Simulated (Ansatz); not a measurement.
# W2NOS MXene monolayer in a perpendicular field, part 2 of 3

Wanted: the out-of-plane response of the W2NOS MXene monolayer. A positive field points along +c.

Ansatz 0.2.0; plane-wave DFT, PBE-D3(BJ), Ansatz PAW (the session's first sound run).

So far. Step 2 (Relaxation): The lattice constant a goes from 3.054 to 2.924 Å.

### Step 3. Atoms held, field 0

A sawtooth potential applies the field, turning back in the middle of the vacuum. With the dipole correction the typed value is the field outside the slab. The induced dipole is small, so the SCF threshold is tight.

The cell differs from the one that the last finished run ended in (c 41.767 → 23.751 Å).

The input, input.yaml:

```yaml
crystal:
  lattice:
    - [2.9241799846, 0.0, 0.0]
    - [-1.4620899923, 2.5324141519, 0.0]
    - [0.0, 0.0, 23.7508299616]
  atoms:
    - { symbol: S, position: [0.3333333333, 0.6666666667, 0.3789341263] }
    - { symbol: W, position: [0.6666666667, 0.3333333333, 0.4493814292] }
    - { symbol: "N", position: [0.0, 0.0, 0.5143980368] }
    - { symbol: W, position: [0.3333333333, 0.6666666667, 0.5707282381] }
    - { symbol: O, position: [0.6666666667, 0.3333333333, 0.6210658737] }
kpoints:
  mp_grid: { grid: [18, 18, 1] }
  band_path:
    path: [[0, 0, 0], [0.5, 0, 0], [0.33333333, 0.33333333, 0], [0, 0, 0]]
    npoints: 16
hamiltonian:
  xc: pbe
  dispersion: d3bj
scf:
  occupations: { method: fermi_dirac, width: 0.02585 }
  convergence: { dr2_threshold: 1.0e-10 }
efield:
  axis: 3
  dipole_correction: true
  ramp_position: 0.97
  ramp_width: 0.06
  amplitude: 0
output:
  dos: { projected: true, e_range: [-6, 5] }
  bader: true
  write_potential: true
  write_density: true
  volumetric_format: npy
  elf: true
```

The run is started by

```
> ansatz run input.yaml --threads 4 --pin off --max-ram 6144MiB --backend cpu --events-out ev --progress --plain --runs-dir out
```

Numbers of over 12 decimals in the logs are rounded to 6 here.

What it wrote:

```text
[...]
Crystal: 5 atoms, lattice volume = 175.880 Å³
Basis set: ecut = 420 eV, 3367 PW (Γ)
Bands: 28, of which v1, the nominal top of the filled ones, is band 23 counted from 1 (22 counted from 0)
Symmetry: 6 space group operations
[...]
k-points: 37 of 324 (time reversal used)
[...]
SCF iter   1: F=—  HF=-22624.799117 eV  |F-HF|=—  |Δ(HF+E_count)|=         —  Δρ=4.70e-3  dr2=1.08e-1  ethr=1.77e-3  p=-0.047 e·Å  D=-4.84e-2 V/Å  ΔV_dip=1.15 eV  dr2_dipole=1.92e-2  V_vac-E_F(+/−)=6.29/5.14 eV  ⟨swp⟩=10.9  Hψ=6557  notcnv=0
efield: sawtooth ramp at fractional position 0.9700 (set: `efield.ramp_position`, or a place that a band, a saddle search or an elastic batch's reference lends), width 0.0600; the density the first Hamiltonian is built on has a dipole p = -0.047 e·Å; the dipole correction subtracts the counter field D = -4.84e-2 V/Å, which shifts the + side's vacuum level by +1.15 eV against the − side's; the planar-averaged density in the ramp window peaks in size at 1.3e-5 e/Å³
[...]
SCF iter   2: F=—  HF=-22624.795737 eV  |F-HF|=—  |Δ(HF+E_count)|=   3.38e-3  Δρ=1.59e-3  dr2=8.60e-3  ethr=2.39e-4  p=-0.054 e·Å  D=-5.57e-2 V/Å  ΔV_dip=1.32 eV  dr2_dipole=1.38e-3  V_vac-E_F(+/−)=6.09/4.76 eV  ⟨swp⟩=3.2  Hψ=2034  notcnv=0  defer=23
[...]
SCF iter   9: F=-22624.794126 eV  HF=-22624.794126 eV  |F-HF|=1.75e-10  |Δ(HF+E_count)|=   2.71e-9  Δρ=2.28e-7  dr2=8.00e-11  ethr=1.00e-12  p=-0.050 e·Å  D=-5.14e-2 V/Å  ΔV_dip=1.22 eV  dr2_dipole=1.11e-12  V_vac-E_F(+/−)=6.07/4.85 eV  ⟨swp⟩=7.0  Hψ=4436  notcnv=0
SCF 1 converged in 9 iterations: F = -22624.794126 eV  dr2 = 8.00e-11
[...]
NSCF: frozen V_eff on 49 k-points
efield: sawtooth ramp at fractional position 0.9700 (kept from the solve that this one continues, or follows in the run), width 0.0600; the density the first Hamiltonian is built on has a dipole p = -0.050 e·Å; the dipole correction subtracts the counter field D = -5.14e-2 V/Å, which shifts the + side's vacuum level by +1.22 eV against the − side's; the planar-averaged density in the ramp window peaks in size at 1.9e-6 e/Å³
[...]
SCF converged after 9 iterations
Free energy (F): -22624.794126 eV
[...]
Internal energy: -22624.786445 eV  (E = F + TS)
E sigma→0 (E₀):  -22624.790286 eV
Entropy (-TS):   -0.007681 eV (-1.536 meV/atom)
Fermi energy:    2.217491 eV
Dipole field:    D = -0.051418 V/Å  (p = -0.049977 e·Å, saw-weighted, corrected)
Work function:   Φ+ = 6.0737 eV   Φ− = 4.8525 eV
Levels:          The Fermi level and band energies are counted from a zero that moves with the ramp; work functions are not
[...]
--- Band table (eV; the first three rows and the last of 37) ---
  k-point 0: bands = [... 19 lower, 0.4672, 0.4672, 1.5987, 1.5987, 2.3356, 2.3356, 2.4297, 4.9400, ... 1 higher]
  k-point 1: bands = [... 19 lower, 0.2863, 0.3541, 1.6303, 1.7566, 2.2498, 2.3493, 2.4852, 4.8070, ... 1 higher]
  k-point 2: bands = [... 19 lower, 0.1943, 0.2274, 1.5085, 1.9463, 2.0968, 2.5406, 2.6744, 4.6067, ... 1 higher]
  k-point 36: bands = [... 19 lower, -2.0681, 1.7677, 2.1863, 3.0363, 3.0439, 3.2014, 4.1638, 5.2477, ... 1 higher]
--- Bader charges: 5 sites ---
  site symbol  charge [e]  shift [e]
     0      S     -0.6252     0.0028
     1      W      1.3242     0.0042
     2      N     -1.6000     0.0027
     3      W      1.9763     0.0015
     4      O     -1.0753     0.0002
  estimated error of the sums over rays = 5.2e-4 e
```

Elapsed: 24 s, on 4 threads of Intel Xeon Platinum 8259CL at 2.50GHz (Skylake/Cascade Lake), shared host; peak memory 0.7 GiB; 96 s of CPU time.

Reading the cycles: dr2 is the Hartree energy of the density residual (eV), the measure of convergence; HF is the Harris–Foulkes estimate of the energy, which meets the free energy F at convergence.

Numbers from this step:

- energy at zero smearing: -22624.7903 eV
- work function, upper face: 6.074 eV
- work function, lower face: 4.853 eV
- dipole along the normal: -0.04998 e·Å
- step between the vacuum levels: 1.221 eV

Running mean over a fixed 2.5 Å (it still follows the layers) of the planar mean; the ramp of the sawtooth is left out. The electron's electrostatic potential energy less the Fermi level by z:

z (Å), electron's electrostatic potential energy less the Fermi level (eV) and a bar from the least value:
```
      3.0        4.9 ############################
      3.5        4.9 ############################
      4.0        4.9 ############################
      4.5        4.9 ############################
      5.0        4.9 ############################
      5.5        4.8 ############################
      6.0        4.8 ############################
      6.5        4.7 ############################
      7.0        4.1 ###########################
      7.5        1.9 ########################
      8.0       -1.1 ####################
      8.5       -3.8 ################
      9.0       -6.9 ###########
      9.5      -11.4 #####
     10.0      -13.8 #
     10.5      -13.3 ##
     11.0      -13.3 ##
     11.5      -13.0 ##
     12.0      -12.0 ####
     12.5      -12.7 ###
     13.0      -14.4 
     13.5      -14.7 
     14.0      -13.5 ##
     14.5       -9.8 #######
     15.0       -4.3 ###############
     15.5        0.3 ######################
     16.0        3.5 ##########################
     16.5        5.6 #############################
     17.0        6.0 ##############################
     17.5        6.1 ##############################
     18.0        6.1 ##############################
     18.5        6.1 ##############################
     19.0        6.1 ##############################
     19.5        6.1 ##############################
     20.0        6.1 ##############################
     20.5        6.1 ##############################
```

The density of states has structure finer than the step of the table below, so its rows give means over 0.2 eV, whole bins alone (the curve runs from -6 to 1.99 eV). Peaks (eV: height): -5.92: 9.17, -5.83: 9.99, -5.31: 8.86, -4.92: 6.03, -4.26: 5.96, -4.10: 10.7, -0.90: 5.72.

Table of density of states by energy, zero at the Fermi level; means over each step:

| energy (eV) | density of states (states/eV a cell) |
| --- | --- |
| -5.8 | 3.88 |
| -5.6 | 1.49 |
| -5.4 | 5.39 |
| -5.2 | 3.10 |
| -5.0 | 4.04 |
| -4.8 | 3.67 |
| -4.6 | 3.05 |
| -4.4 | 3.23 |
| -4.2 | 4.17 |
| -4.0 | 3.64 |
| -3.8 | 1.76 |
| -3.6 | 1.11 |
| -3.4 | 1.25 |
| -3.2 | 1.94 |
| -3.0 | 1.25 |
| -2.8 | 0.927 |
| -2.6 | 0.840 |
| -2.4 | 1.61 |
| -2.2 | 2.73 |
| -2.0 | 3.09 |
| -1.8 | 1.93 |
| -1.6 | 1.77 |
| -1.4 | 1.82 |
| -1.2 | 1.64 |
| -1.0 | 2.78 |
| -0.8 | 2.89 |
| -0.6 | 1.36 |
| -0.4 | 3.11 |
| -0.2 | 1.41 |
| 0.0 | 2.77 |
| 0.2 | 2.28 |
| 0.4 | 2.52 |
| 0.6 | 2.39 |
| 0.8 | 2.33 |
| 1.0 | 2.18 |
| 1.2 | 2.04 |
| 1.4 | 2.06 |
| 1.6 | 2.06 |
| 1.8 | 2.10 |

Projected DOS per atom over height of the atomic layer and energy from the Fermi level. Layers: S W N W O from below.

Values in states/eV, 22 rows by 5 columns, each cell a mean:
```
0.15 0.75 0.08 0.97 0.08
0.13 0.69 0.12 0.96 0.09
0.13 0.69 0.17 0.94 0.12
0.15 0.77 0.25 1.01 0.17
0.12 0.78 0.27 1.03 0.19
0.13 0.94 0.23 0.89 0.19
0.17 0.73 0.28 0.98 0.20
0.23 0.70 0.19 0.89 0.21
0.18 0.63 0.20 0.90 0.27
0.19 0.49 0.18 0.61 0.22
0.54 0.92 0.24 0.26 0.23
1.07 0.94 0.26 0.19 0.18
0.44 0.39 0.05 0.05 0.04
0.53 0.43 0.04 0.04 0.05
0.92 0.53 0.07 0.03 0.07
0.65 0.26 0.15 0.03 0.18
0.92 0.51 0.67 0.13 0.94
0.60 0.55 0.72 0.22 1.19
0.80 0.71 0.52 0.25 1.29
0.66 0.62 0.34 0.39 1.30
0.48 0.49 0.39 0.70 1.81
0.73 0.75 1.01 0.79 1.00
```
Columns: height of the atomic layer (Å) from 9 to 14.8 (not evenly spaced); rows upwards: energy from the Fermi level (eV) from -5.96 to 1.96.

Electronic bands along the path, in eV, zero at the Fermi level:

| point | band 19 | band 20 | band 21 | band 22 | band 23 | band 24 | band 25 | band 26 |
| --- | --- | --- | --- | --- | --- | --- | --- | --- |
| Γ | -2.32 | -1.75 | -1.75 | -0.62 | -0.62 | 0.12 | 0.12 | 0.21 |
| halfway | -3.80 | -2.40 | -2.19 | -0.98 | -0.21 | 0.31 | 1.12 | 1.44 |
| M | -3.97 | -3.14 | -2.37 | -1.69 | 2.21 | 2.45 | 2.91 | 3.01 |
| halfway | -4.64 | -3.71 | -1.74 | -0.79 | 1.20 | 1.67 | 2.09 | 2.42 |
| K | -5.08 | -4.29 | -0.45 | -0.03 | 0.82 | 0.83 | 0.98 | 1.95 |
| halfway | -4.25 | -3.02 | -1.47 | -1.07 | -0.22 | 0.09 | 1.57 | 2.06 |
| Γ | -2.32 | -1.75 | -1.75 | -0.62 | -0.62 | 0.12 | 0.12 | 0.21 |

Electrostatic potential energy in the ca plane at fractional y = 0.333, with atoms of W and O within 0.2 Å of it. With pseudopotentials it is smooth inside the atoms' cores, unlike the true potential.

Ten even steps from '0' (-48 eV) to '9' (8 eV), each cell a mean:
```
99999999887411368888777768999999999999999999
99999999986100047888887213899999999999999999
99999999985000037898886102899999999999999999
99999999986100048888887324999999999999999999
99999998887532478887777778999999999999999999
99999988778877788886546899999999999999999999
99999987678888888876435799999999999999999999
99999998778776788887556899999999999999999999
```
Columns run along c (16.0 Å, from fractional 0.26 to 0.93 of the cell; values clipped at the 3rd and 97th percentile), rows up along a (2.9 Å). Atoms in or near the plane, at fractional coordinates: W at (0.45, 0.67), O at (0.62, 0.67).

Valence density in the ca plane at fractional y = 0.333, with atoms of W and O within 0.2 Å of it. It is the smooth field of the valence electrons, not physical close to the nuclei.

Ten steps, logarithmic in the rise over the least value, from '0' (0.0 e/Å³) to '9' (6.4 e/Å³), each cell a mean:
```
00000000000000000123445787643334445664200000
00000000000000000122346899843223357997310000
00000000000000000112347999853223358997410000
00000000000000000123346899743233347886310000
00000000000000001234445677543334445654200000
00000000000000001244544444444445654332000000
00000000000000001245554433345555664321000000
00000000000000001234544454444445554432100000
```
Columns run along c (16.0 Å, from fractional 0.08 to 0.75 of the cell), rows up along a (2.9 Å). Atoms in or near the plane, at fractional coordinates: W at (0.45, 0.67), O at (0.62, 0.67).

ELF in the ca plane at fractional y = 0.333, with atoms of W and O within 0.2 Å of it. It is the smooth field of the valence electrons, not physical close to the nuclei.

Values, 5 rows by 16 columns, each cell a mean:
```
0.00 0.00 0.00 0.00 0.00 0.03 0.23 0.43 0.47 0.46 0.22 0.20 0.52 0.75 0.24 0.01
0.00 0.00 0.00 0.00 0.00 0.01 0.04 0.17 0.45 0.49 0.11 0.19 0.57 0.71 0.38 0.01
0.00 0.00 0.00 0.00 0.00 0.03 0.23 0.43 0.47 0.46 0.22 0.20 0.52 0.75 0.24 0.01
0.00 0.00 0.00 0.00 0.01 0.17 0.68 0.74 0.35 0.26 0.57 0.27 0.25 0.20 0.03 0.00
0.00 0.00 0.00 0.00 0.01 0.17 0.68 0.74 0.35 0.26 0.57 0.26 0.25 0.20 0.03 0.00
```
Columns run along c (16.0 Å, from fractional 0.08 to 0.75 of the cell), rows up along a (2.9 Å). Atoms in or near the plane, at fractional coordinates: W at (0.45, 0.67), O at (0.62, 0.67).

The work function of the upper face is 6.07 eV.

### Step 4. Atoms held, field 0.1 V/Å

input.yaml: that of step 3 with these lines changed.

```diff
@@ -27,6 +27,4 @@
   ramp_width: 0.06
-  amplitude: 0
+  amplitude: 0.1
 output:
-  dos: { projected: true, e_range: [-6, 5] }
-  bader: true
   write_potential: true
@@ -34,2 +32 @@
   volumetric_format: npy
-  elf: true
```

What it wrote:

```text
[...]
Crystal: 5 atoms, lattice volume = 175.880 Å³
Basis set: ecut = 420 eV, 3367 PW (Γ)
Bands: 28, of which v1, the nominal top of the filled ones, is band 23 counted from 1 (22 counted from 0)
Symmetry: 6 space group operations
[...]
k-points: 37 of 324 (time reversal used)
[...]
k-point 0: bands = [... 19 lower, 0.4484, 0.4484, 1.5794, 1.5794, 2.3154, 2.3154, 2.4152, 4.9182, ... 1 higher]
  k-point 1: bands = [... 19 lower, 0.2667, 0.3346, 1.6114, 1.7377, 2.2299, 2.3292, 2.4704, 4.7847, ... 1 higher]
  k-point 2: bands = [... 19 lower, 0.1736, 0.2043, 1.4898, 1.9274, 2.0781, 2.5212, 2.6588, 4.5839, ... 1 higher]
  k-point 36: bands = [... 19 lower, -2.0975, 1.7479, 2.1650, 3.0197, 3.0226, 3.1841, 4.1427, 5.2257, ... 1 higher]
[key lines of the parts left out:]
SCF converged after 12 iterations
Free energy (F): -22624.790629 eV
Fermi energy:    2.198752 eV
Dipole field:    D = -0.020546 V/Å  (p = -0.019970 e·Å, saw-weighted, corrected)
```

Wall time 11 s (4 threads); peak memory 0.66 GiB; 42 s of CPU time.

The dipole is -0.0200 e·Å, 0.0300 e·Å from its value without field.

### Step 5. Atoms held, field -0.1 V/Å

input.yaml: that of step 4 with these lines changed.

```diff
@@ -27,3 +27,3 @@
   ramp_width: 0.06
-  amplitude: 0.1
+  amplitude: -0.1
 output:
```

What it wrote:

```text
[...]
Crystal: 5 atoms, lattice volume = 175.880 Å³
Basis set: ecut = 420 eV, 3367 PW (Γ)
Bands: 28, of which v1, the nominal top of the filled ones, is band 23 counted from 1 (22 counted from 0)
Symmetry: 6 space group operations
[...]
k-points: 37 of 324 (time reversal used)
[...]
k-point 0: bands = [... 19 lower, 0.4854, 0.4854, 1.6174, 1.6174, 2.3552, 2.3552, 2.4435, 4.9611, ... 1 higher]
  k-point 1: bands = [... 19 lower, 0.3054, 0.3729, 1.6486, 1.7749, 2.2692, 2.3689, 2.4993, 4.8284, ... 1 higher]
  k-point 2: bands = [... 19 lower, 0.2144, 0.2499, 1.5266, 1.9646, 2.1148, 2.5595, 2.6894, 4.6284, ... 1 higher]
  k-point 36: bands = [... 19 lower, -2.0393, 1.7869, 2.2070, 3.0524, 3.0646, 3.2181, 4.1843, 5.2692, ... 1 higher]
[key lines of the parts left out:]
SCF converged after 12 iterations
Free energy (F): -22624.800624 eV
Fermi energy:    2.235602 eV
Dipole field:    D = -0.082266 V/Å  (p = -0.079961 e·Å, saw-weighted, corrected)
```

Run time: 11 s. Hardware: 4 threads; peak memory 0.66 GiB; 41 s of CPU time.

The dipole is -0.0800 e·Å, -0.0300 e·Å from its value without field.

### Step 6. Single point, field 0.5 V/Å

input.yaml: that of step 5 with these lines changed.

```diff
@@ -27,3 +27,3 @@
   ramp_width: 0.06
-  amplitude: -0.1
+  amplitude: 0.5
 output:
```

What it wrote:

```text
[...]
Crystal: 5 atoms, lattice volume = 175.880 Å³
Basis set: ecut = 420 eV, 3367 PW (Γ)
Bands: 28, of which v1, the nominal top of the filled ones, is band 23 counted from 1 (22 counted from 0)
Symmetry: 6 space group operations
[...]
k-points: 37 of 324 (time reversal used)
[...]
k-point 0: bands = [... 19 lower, 0.3670, 0.3670, 1.4960, 1.4960, 2.2284, 2.2284, 2.3508, 4.8250, ... 1 higher]
  k-point 1: bands = [... 19 lower, 0.1818, 0.2503, 1.5297, 1.6559, 2.1438, 2.2423, 2.4052, 4.6805, ... 1 higher]
  k-point 2: bands = [... 19 lower, 0.0844, 0.1063, 1.4086, 1.8454, 1.9970, 2.4370, 2.5902, 4.4777, ... 1 higher]
  k-point 36: bands = [... 19 lower, -2.2208, 1.6621, 2.0734, 2.9312, 2.9467, 3.1086, 4.0519, 5.1310, ... 1 higher]
[key lines of the parts left out:]
SCF converged after 12 iterations
Free energy (F): -22624.806692 eV
Fermi energy:    2.117118 eV
Dipole field:    D = 0.103288 V/Å  (p = 0.100393 e·Å, saw-weighted, corrected)
```

The job ended after 11 s (4 threads; peak memory 0.66 GiB; 41 s of CPU time).

The dipole is 0.100 e·Å, 0.150 e·Å from its value without field.

### Step 7. Single point, field -0.3 V/Å

input.yaml: that of step 6 with these lines changed.

```diff
@@ -27,4 +27,6 @@
   ramp_width: 0.06
-  amplitude: 0.5
+  amplitude: -0.3
 output:
+  dos: { projected: true, e_range: [-6, 5] }
+  bader: true
   write_potential: true
@@ -32 +34,2 @@
   volumetric_format: npy
+  elf: true
```

What it wrote:

```text
[...]
Crystal: 5 atoms, lattice volume = 175.880 Å³
Basis set: ecut = 420 eV, 3367 PW (Γ)
Bands: 28, of which v1, the nominal top of the filled ones, is band 23 counted from 1 (22 counted from 0)
Symmetry: 6 space group operations
[...]
k-points: 37 of 324 (time reversal used)
[...]
k-point 36: bands = [... 19 lower, -1.9834, 1.8236, 2.2467, 3.0829, 3.1044, 3.2499, 4.2235, 5.3105, ... 1 higher]
--- Bader charges: 5 sites ---
  site symbol  charge [e]  shift [e]
     0      S     -0.6134     0.0028
     1      W      1.3249     0.0042
     2      N     -1.5996     0.0027
     3      W      1.9725     0.0015
     4      O     -1.0844     0.0002
  estimated error of the sums over rays = 5.7e-4 e
[key lines of the parts left out:]
SCF converged after 12 iterations
Free energy (F): -22624.822608 eV
Fermi energy:    2.269969 eV
Dipole field:    D = -0.143905 V/Å  (p = -0.139872 e·Å, saw-weighted, corrected)
```

Wall time 26 s (4 threads); peak memory 0.66 GiB; 1.7 min of CPU time.

The dipole is -0.140 e·Å, -0.0899 e·Å from its value without field.

### Step 8. Response, atoms held

This step: plane-wave DFT, PBE-D3(BJ), Ansatz PAW; response to a field along the normal, atoms held (Ansatz 0.2.0).

The dipoles give the slope, and the difference of two potentials shows where the field is screened.

This step gave:

```yaml
equivalent_conductor_thickness_p_eps_0ae: 7.329 Å
distance_between_the_outer_atoms: 5.751 Å
```

The dipole of the cell by applied field:

| applied field (V/Å) | dipole of the cell (e·Å) |
| --- | --- |
| -0.300 | -0.140 |
| -0.100 | -0.0800 |
| 0.000 | -0.0500 |
| 0.100 | -0.0200 |
| 0.500 | 0.100 |

Local field over the applied field, running mean. From the potentials at -0.1 and 0.1 V/Å; running mean over 2.5 Å. Local field over applied field against z:

| z (Å) | local field over applied field |
| --- | --- |
| 4.5 | 0.999 |
| 5.0 | 0.996 |
| 5.5 | 0.988 |
| 6.0 | 0.967 |
| 6.5 | 0.914 |
| 7.0 | 0.805 |
| 7.5 | 0.646 |
| 8.0 | 0.469 |
| 8.5 | 0.290 |
| 9.0 | 0.153 |
| 9.5 | 0.0741 |
| 10.0 | 0.0323 |
| 10.5 | 0.0157 |
| 11.0 | 0.0137 |
| 11.5 | 0.00281 |
| 12.0 | -0.00742 |
| 12.5 | 0.00373 |
| 13.0 | 0.0188 |
| 13.5 | 0.0505 |
| 14.0 | 0.116 |
| 14.5 | 0.239 |
| 15.0 | 0.402 |
| 15.5 | 0.580 |
| 16.0 | 0.748 |
| 16.5 | 0.883 |
| 17.0 | 0.959 |
| 17.5 | 0.988 |
| 18.0 | 0.996 |
| 18.5 | 0.999 |
| 19.0 | 1.000 |
| 19.5 | 1.000 |

The induced electron density oscillates, so the rows of the table below give means over windows of 1 Å about each position, cut where the curve ends. Its maxima inside the range that stand out by 2 % of the span (Å: e/Å³ per V/Å): 8.0: 0.00367, 9.1: 0.00128, 10.7: 0.00142, 11.9: 2.3e-4, 14.0: 3.2e-4, 14.8: -0.00138. Its minima: 8.8: 9.3e-4, 9.9: -0.00112, 11.3: -3.8e-4, 13.5: -8.9e-4, 14.5: -0.00207, 15.3: -0.00397.

Electrons, planar mean, per unit field. Table of induced electron density by z; means over each step:

| z (Å) | induced electron density (e/Å³ per V/Å) |
| --- | --- |
| 5 | 2.0e-5 |
| 6 | 1.8e-4 |
| 7 | 0.00124 |
| 8 | 0.00306 |
| 9 | 0.00109 |
| 10 | -4.3e-4 |
| 11 | 3.9e-4 |
| 12 | 1.1e-5 |
| 13 | -2.6e-4 |
| 14 | -6.0e-4 |
| 15 | -0.00264 |
| 16 | -0.00185 |
| 17 | -2.1e-4 |
| 18 | -1.7e-5 |
| 19 | -1.3e-6 |

By hand: between -0.1 and 0.1 V/Å the dipole changes by 0.05999 e·Å, a slope of 0.3000 e·Å²/V. A perfect conductor of thickness t has p = ε₀AEt, so t = 180.95 × 0.3000 / 7.405 = 7.33 Å (e/ε₀ = 180.95 V·Å, A in Å²).

The induced dipole is that of a conductor 7.33 Å thick.

(Part 2 of 3 ends here.)

[Logs are printed without paths, hosts, clocks, repeated set-up lines and the standing remarks that a program may print on its own settings, such as how far it seeks lower states.]

[Hosts, paths, dates, database ids (printed as entryN), source tags and the programs' standing remarks are cut or masked in the printed files.]

[Maps of the electrostatic potential energy from Ansatz leave out the sawtooth potential of an applied field or a dipole correction, so their vacuum need not be flat; planar profiles and work functions include it.]

[The density of states shown here was stored with 400 of the rows of the run's finer table, so its peaks can read low, often by over a quarter, or be missed, and its means over a window can be off by a tenth or more.]
